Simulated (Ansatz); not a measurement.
Crystal: La2O3.

```
La O
1.0
     6.26678    0.00000    0.00000
    -3.13339    5.42719    0.00000
     0.00000    0.00000    3.29977
La O
2 3
Direct
  0.66667 0.33333 0.50000
  0.33333 0.66667 0.50000
  0.50801 0.00000 0.00000
  0.00000 0.50801 0.00000
  0.49199 0.49199 0.00000
```

The cell comes from a database or a generator and needn't be the stable form of this composition.

Base run:

```yaml
Program: Ansatz 0.2.0
Functional: LDA
Potentials_or_basis: all-electron LAPW, scalar-relativistic
Cutoff: 236 eV (chosen from the basis error)
Basis_error_allowed: 0.002 eV/atom
k_mesh: 5 × 5 × 8
Occupations: fermi-dirac, width 0.05 eV
Spin: no spin polarisation
```

Its results: band gap on the k mesh 1.38 eV, indirect (least direct gap 1.91 eV); pressure -3.2 GPa; largest force 0.073 eV/Å.

Question: The run is repeated on the same cell with these changes: functional from LDA to PBEsol. What comes out?

Answer: Band gap on the k mesh 1.46 eV, indirect (least direct gap 1.98 eV); pressure -1.0 GPa; largest force 0.061 eV/Å.

PBEsol binds less tightly than LDA, so the same cell stands under more pressure.

Caveats: spin-orbit coupling is left out, which moves the levels of the heavy elements.
